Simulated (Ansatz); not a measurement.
**Ca (Fm-3m) under several functionals**

Plane-wave DFT in Ansatz with scalar-relativistic PAW potentials. The same structure was relaxed (cell and atoms, symmetry kept) in separate runs at each level. No spin polarisation.

```tsv
level	cutoff (eV)	k mesh	V (Å³/atom)	a (Å)
PBE+D3(BJ)	420	14×14×14	40.136	5.435
PBEsol	420	14×14×14	40.581	5.455
PBE	420	14×14×14	42.170	5.525
```

Task: Where does r2SCAN (500 eV, k mesh 14×14×14) fall?

Result: V (Å³/atom) 43.276, a (Å) 5.573. Its volume is the largest of the set. The usual order of volumes, PBEsol < PBE, holds here (40.581, 42.170 Å³/atom). As a rule PBEsol, built on the gradient expansion of slowly varying densities, lies between LDA and PBE; PBE's stronger gradient term for exchange weakens bonds. Adding D3 to PBE changes the volume by -4.8 %; the term is attractive, so it pulls cells in. In metals the pairwise form ignores screening by the conduction electrons and often pulls in too far. r2SCAN lies 2.6 % over PBE in volume.